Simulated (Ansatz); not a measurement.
GaP in the zincblende structure: an Ansatz output whose functional has been blanked. The cell was relaxed with r2SCAN and then strained (biaxial -0.47 % in x and y, z held), with the atoms relaxed again with r2SCAN; k points keep the names of the unstrained zone.

```
Ga P
1.0
     0.00000    2.71259    2.72540
     2.71259    0.00000    2.72540
     2.71259    2.71259    0.00000
Ga P
1 1
Direct
  0.00000 0.00000 0.00000
  0.25000 0.25000 0.25000
```

```
Pseudopotential: Ga, paw, valence charge 13, recommended cutoff 420 eV
Pseudopotential: P, paw, valence charge 5, recommended cutoff 420 eV
Crystal: 2 atoms, lattice volume = 40.108 Å³
Basis set: ecut = 420 eV, 749 PW (Γ)
Bands: 13, of which v1, the nominal top of the filled ones, is band 9 counted from 1 (8 counted from 0)
Symmetry: 8 space group operations
Space group: I-4m2 (ITA 119)
k-points: 59 of 512 (time reversal used)
preconditioner: auto → none  [insulator: Δε(μ)=1.592 eV  σ=0.020 eV  ℏωp=24.9 eV]
SCF 1 converged in 6 iterations: F = -4539.540956 eV  dr2 = 3.15e-8
SCF converged after 6 iterations
Free energy (F): -4539.540956 eV
Fermi energy:    8.005723 eV
--- Per-component energies (eV) ---
  E_band       = -56.505010
  E_kinetic    = 186.609245
  E_local      = -2194.227582
  E_nonlocal   = 458.830852
  E_hartree    = 1015.178869
  E_xc         = -130.938189
  E_vxc        = -119.238544
  E_paw        = -2558.289096
  E_vpaw       = -418.828545
  E_ewald      = -1316.704953
--- Forces (eV/Å), atoms counted from 1 ---
  atom   1  Ga      0.00000      0.00000      0.00000
  atom   2  P       0.00000      0.00000      0.00000
--- Stress (GPa, compression-positive) ---
        3.452103       0.000000       0.000000
        0.000000       3.452103       0.000000
        0.000000       0.000000       3.103195
  P = ⅓ Tr σ = 3.3358 GPa (33.358 kbar)
--- Band table (eV; the first three rows and the last of 59) ---
  k-point 0: bands = […, -7.2414, -7.2407, -5.3588, 7.1856, 7.2126, 7.2126, 9.1085, 11.0827, 11.0827, 11.0928]
  k-point 1: bands = […, -7.2415, -7.2408, -5.1537, 5.5742, 6.9595, 6.9814, 9.7061, 11.4372, 11.4407, 11.6925]
  k-point 2: bands = […, -7.2403, -7.2393, -4.5728, 3.3080, 6.5172, 6.5472, 9.3929, 11.9409, 11.9540, 13.5984]
  k-point 58: bands = […, -7.2757, -7.2193, -2.3642, 0.3847, 4.5096, 4.5096, 8.8608, 9.0482, 17.8504, 17.8504]
```

The file bands.tsv (bands near the Fermi energy, numbered from 0, rounded):
```tsv
# k_distance	band_4	band_5	band_6	band_7	band_8	band_9	band_10	band_11	band_12
# fermi_ev = 8.005723
# [0, 0, 0] at k_distance = 0.000000
# [-0.5, -0.5, 0] at k_distance = 1.152709
# [-0.375, -0.375, 0.25] at k_distance = 1.562178
# [-0.375, 0, 0.375] at k_distance = 2.270844
# [0, 0, 0.5] at k_distance = 2.979510
# [-0.5, -0.25, 0.25] at k_distance = 3.796525
# [0, 0.424479, 0.424479] at k_distance = 5.018030
# levels_relative_to = fermi_ev
0.000	-15.246	-13.364	-0.820	-0.793	-0.793	1.103	3.077	3.077	3.087
1.153	-15.225	-10.370	-7.621	-3.496	-3.496	0.855	1.042	9.845	9.845
1.562	-15.235	-10.398	-7.402	-4.788	-3.062	1.404	4.048	7.465	7.478
2.271	-15.234	-10.387	-7.382	-4.787	-3.096	1.364	3.994	7.449	7.499
2.980	-15.238	-11.267	-7.488	-1.954	-1.914	0.899	3.892	3.927	7.496
3.797	-15.238	-10.263	-7.394	-4.421	-4.267	3.915	4.117	5.351	5.359
5.018	-15.225	-10.715	-7.113	-3.434	-3.429	0.760	1.318	8.988	9.076
```
In order the rows are Γ, X, U, K, L, W, Γ–X (0.85).

**Question.** Which level of theory was used?
A. LDA
B. PBE
C. PBE0
D. r2SCAN

**Answer.** B. PBE. There is no exchange loop, so no exact exchange. With PBE the valence top lies at Γ and the conduction bottom at Γ–X (0.85 of the way from Γ), 1.55 eV higher; the smallest vertical gap, at Γ, is 1.90 eV. Within one family of functionals the choice rests on the size of the gap and stress, not on a line of the log.

Command: `ansatz run input.yaml --threads 4 --pin off --max-ram 3686MiB --backend cpu --events-out ev --progress --plain --runs-dir out`. Wall time 2.4 s on 4 threads of Arm Neoverse N1 (shared host); peak host memory 0.35 GiB.

(Simulation; spin polarisation is off.)
